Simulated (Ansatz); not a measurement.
A relaxation computed with Ansatz, from input to last step.

```yaml
crystal:
  lattice:
    - [2.4241605741, 0.0, 0.0]
    - [-1.212080287, 2.09938464, 0.0]
    - [0.0, 0.0, 5.6346048069]
  atoms:
    - { symbol: B, position: [0.3333333333, 0.6666666667, 0.25] }
    - { symbol: B, position: [0.6666666667, 0.3333333333, 0.75] }
    - { symbol: "N", position: [0.3333333333, 0.6666666667, 0.75] }
    - { symbol: "N", position: [0.6666666667, 0.3333333333, 0.25] }
basis:
  ecutwfc: 420
kpoints:
  mp_grid: { grid: [12, 12, 4] }
hamiltonian:
  xc: pbe
scf:
  occupations: { method: gaussian, width: 0.02 }
output:
  forces: true
  stress: true
  eigenvalues: true
relax:
  adjacent_minimum: "off"
  f_tol: 0.008
  max_steps: 50
  cell: { stress_tol: 0.08, p_target: 25.0 }
```

```bash
ansatz run input.yaml --threads 1 --pin off --max-ram 2560MiB --backend cpu --events-out ev --progress --plain --runs-dir out
```

Level of theory: DFT PBE, scalar-relativistic, plane waves, PAW (Ansatz 0.2.0).

Of 8 frames 8 are shown, positions in Å and forces in eV/Å; the SCF threshold varies from step to step. Steps run on the plane waves of an earlier cell, with a Pulay correction in the pressure. The basis is chosen afresh for the last frame, the zero of the energies, and at times for earlier ones too; energy and pressure step there, also at an unchanged geometry. The relaxation lowers the enthalpy F + PV at the target pressure, so the free energy itself can rise.

```xyz
4
Lattice="2.4242 0.0000 0.0000 -1.2121 2.0994 0.0000 0.0000 0.0000 5.6346" Properties=species:S:1:pos:R:3:forces:R:3 pbc="T T T" step=1 free_energy_over_end_meV_per_atom=9.31 pressure_GPa=40.57
B     0.0000    1.3996    1.4087    0.0000    0.0000    0.0000
B     1.2121    0.6998    4.2260    0.0000    0.0000    0.0000
N     0.0000    1.3996    4.2260    0.0000    0.0000    0.0000
N     1.2121    0.6998    1.4087    0.0000    0.0000    0.0000
4
Lattice="2.4517 0.0000 0.0000 -1.2258 2.1232 0.0000 0.0000 0.0000 5.3599" Properties=species:S:1:pos:R:3:forces:R:3 pbc="T T T" step=2 free_energy_over_end_meV_per_atom=7.62 pressure_GPa=32.76
B     0.0000    1.4155    1.3400    0.0000    0.0000    0.0000
B     1.2258    0.7077    4.0199    0.0000    0.0000    0.0000
N     0.0000    1.4155    4.0199    0.0000    0.0000    0.0000
N     1.2258    0.7077    1.3400    0.0000    0.0000    0.0000
4
Lattice="2.4719 0.0000 0.0000 -1.2359 2.1407 0.0000 0.0000 0.0000 5.3166" Properties=species:S:1:pos:R:3:forces:R:3 pbc="T T T" step=3 free_energy_over_end_meV_per_atom=-5.80 pressure_GPa=24.72
B     0.0000    1.4271    1.3292    0.0000    0.0000    0.0000
B     1.2359    0.7136    3.9875    0.0000    0.0000    0.0000
N     0.0000    1.4271    3.9875    0.0000    0.0000    0.0000
N     1.2359    0.7136    1.3292    0.0000    0.0000    0.0000
4
Lattice="2.4717 0.0000 0.0000 -1.2359 2.1406 0.0000 0.0000 0.0000 5.2959" Properties=species:S:1:pos:R:3:forces:R:3 pbc="T T T" step=4 free_energy_over_end_meV_per_atom=-1.61 pressure_GPa=25.15
B     0.0000    1.4271    1.3240    0.0000    0.0000    0.0000
B     1.2359    0.7135    3.9719    0.0000    0.0000    0.0000
N     0.0000    1.4271    3.9719    0.0000    0.0000    0.0000
N     1.2359    0.7135    1.3240    0.0000    0.0000    0.0000
4
Lattice="2.4718 0.0000 0.0000 -1.2359 2.1407 0.0000 0.0000 0.0000 5.3021" Properties=species:S:1:pos:R:3:forces:R:3 pbc="T T T" step=5 free_energy_over_end_meV_per_atom=-2.90 pressure_GPa=25.00
B     0.0000    1.4271    1.3255    0.0000    0.0000    0.0000
B     1.2359    0.7136    3.9765    0.0000    0.0000    0.0000
N     0.0000    1.4271    3.9765    0.0000    0.0000    0.0000
N     1.2359    0.7136    1.3255    0.0000    0.0000    0.0000
4
Lattice="2.4718 0.0000 0.0000 -1.2359 2.1407 0.0000 0.0000 0.0000 5.3021" Properties=species:S:1:pos:R:3:forces:R:3 pbc="T T T" step=6 free_energy_over_end_meV_per_atom=-2.58 pressure_GPa=24.92
B     0.0000    1.4271    1.3255    0.0000    0.0000    0.0000
B     1.2359    0.7136    3.9765    0.0000    0.0000    0.0000
N     0.0000    1.4271    3.9765    0.0000    0.0000    0.0000
N     1.2359    0.7136    1.3255    0.0000    0.0000    0.0000
4
Lattice="2.4722 0.0000 0.0000 -1.2361 2.1410 0.0000 0.0000 0.0000 5.2877" Properties=species:S:1:pos:R:3:forces:R:3 pbc="T T T" step=7 free_energy_over_end_meV_per_atom=-0.11 pressure_GPa=25.02
B     0.0000    1.4273    1.3219    0.0000    0.0000    0.0000
B     1.2361    0.7137    3.9658    0.0000    0.0000    0.0000
N     0.0000    1.4273    3.9658    0.0000    0.0000    0.0000
N     1.2361    0.7137    1.3219    0.0000    0.0000    0.0000
4
Lattice="2.4722 0.0000 0.0000 -1.2361 2.1410 0.0000 0.0000 0.0000 5.2877" Properties=species:S:1:pos:R:3:forces:R:3 pbc="T T T" step=8 free_energy_over_end_meV_per_atom=0.00 pressure_GPa=25.00
B     0.0000    1.4273    1.3219    0.0000    0.0000    0.0000
B     1.2361    0.7137    3.9658    0.0000    0.0000    0.0000
N     0.0000    1.4273    3.9658    0.0000    0.0000    0.0000
N     1.2361    0.7137    1.3219    0.0000    0.0000    0.0000
```

Time: 4.7 s on 1 thread of AMD EPYC 9R45 96-Core Processor (Zen 5), with other jobs on the host, peak memory 0.34 GiB.

The cell holds layers, and where no dispersion correction was added their binding is poorly described.